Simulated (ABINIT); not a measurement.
Sn:

```
Sn
1.0
    -1.72654    1.77555    2.33834
     1.72654   -1.77555    2.33834
     1.72654    1.77555   -2.33834
Sn
1
Direct
  0.00000 0.00000 0.00000
```

This isn't the form of Sn at room conditions, which is tetragonal (white tin).

```yaml
Program: ABINIT 10.8.3 (patched build)
Task: relaxation of cell and atoms
Functional: PBEsol
Potentials_or_basis: JTH PAW PBE v2.0
Cutoff: 599 eV
k_mesh: 11 × 11 × 11
Occupations: fermi-dirac, width 0.05 eV
Spin: no spin polarisation
```

At the start: pressure -3.6 GPa; volume 28.67 Å³/atom.

Where does the relaxation end?

Over 11 steps the energy falls by 27.5 meV/atom and the volume is 26.60 Å³/atom (-7.2 %); space group I4/mmm (No. 139, to 0.05 Å).

Step by step:
| step | energy change (eV) | largest force (eV/Å) | pressure (GPa) | volume (Å³) |
| --- | --- | --- | --- | --- |
| 1 | 0.0000 | 0.0000 | -3.55 | 28.67 |
| 2 | -0.0067 | 0.0000 | -3.12 | 28.36 |
| 3 | -0.0260 | 0.0000 | 0.64 | 26.31 |
| 4 | -0.0266 | 0.0000 | 0.05 | 26.58 |
| 5 | -0.0267 | 0.0000 | 0.04 | 26.58 |
| 6 | -0.0274 | 0.0000 | -0.02 | 26.61 |
| 7 | -0.0274 | 0.0000 | 0.00 | 26.60 |
| 8 | -0.0274 | 0.0000 | 0.04 | 26.58 |
| 9 | -0.0274 | 0.0000 | 0.06 | 26.57 |
| 10 | -0.0274 | 0.0000 | 0.05 | 26.58 |
| 11 | -0.0275 | 0.0000 | 0.02 | 26.60 |

Final structure:
```
Sn
1.0
    -1.69703    1.69776    2.30775
     1.69703   -1.69776    2.30775
     1.69703    1.69776   -2.30775
Sn
1
Direct
  0.00000 0.00000 0.00000
```

Caveat: the PAW data sets were made with another functional, which shifts forces and pressure a little.
